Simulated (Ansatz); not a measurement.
The system is RbCl.

```
Rb Cl
1.0
     0.00000    3.27400    3.27400
     3.27400    0.00000    3.27400
     3.27400    3.27400    0.00000
Rb Cl
1 1
Direct
  0.00000 0.00000 0.00000
  0.50000 0.50000 0.50000
```

Base run:

| Quantity | Value |
| --- | --- |
| Program | Ansatz 0.2.0 |
| Functional | PBE |
| Potentials or basis | Ansatz PAW |
| Cutoff | 420 eV (not typed: the program's choice for these potentials) |
| k mesh | 7 × 7 × 7 |
| Occupations | fermi-dirac, width 0.05 eV |
| Spin | no spin polarisation |

Its results: band gap on the k mesh 5.05 eV, direct; pressure 1.2 GPa.

The run is repeated on the same cell with these changes: functional from PBE to r2SCAN; cutoff from 420 eV (not typed: the program's choice for these potentials) to 500 eV (not typed: the program's choice for these potentials). What comes out?

Band gap on the k mesh 5.65 eV, direct; pressure 0.5 GPa.

r2SCAN gives the wider gap, since meta-GGAs in the generalised Kohn-Sham scheme recover part of the derivative discontinuity.

Caveats: the PAW data sets come from PBE, with cores solved anew for the run's functional, which leaves a small shift of forces and pressure (some runs).
